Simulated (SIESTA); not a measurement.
The system is GaSb.

```
CELL_PARAMETERS angstrom
0.00000 3.05900 3.05900
3.05900 0.00000 3.05900
3.05900 3.05900 0.00000
ATOMIC_POSITIONS crystal
Sb 0.75000 0.75000 0.75000
Ga 0.00000 0.00000 0.00000
```

Base run:

```yaml
Program: SIESTA 5.4.2
Functional: PBEsol
Potentials_or_basis: PseudoDojo 0.4 standard (PBEsol files)
Basis: DZP (energy shift 0.003 Ry; two zetas on semicore shells)
Grid_cutoff: 800 Ry
Energy_shift: 0.003 Ry
k_mesh: 8 × 8 × 8
Occupations: fermi-dirac, width 0.05 eV
Spin: no spin polarisation
```

Its results: band gap on the k mesh 0.08 eV, direct; pressure 0.1 GPa.

Task: The run is repeated on the same cell with these changes: functional from PBEsol to LDA; potentials or basis from PseudoDojo 0.4 standard (PBEsol files) to PseudoDojo 0.4 standard (LDA files). What comes out?

Result: Band gap on the k mesh none (metal or under the smearing width); pressure -1.6 GPa.

Caveats: spin-orbit coupling is left out, which moves the levels of the heavy elements; the basis of atomic orbitals isn't converged, which shifts pressures, moduli and gaps.
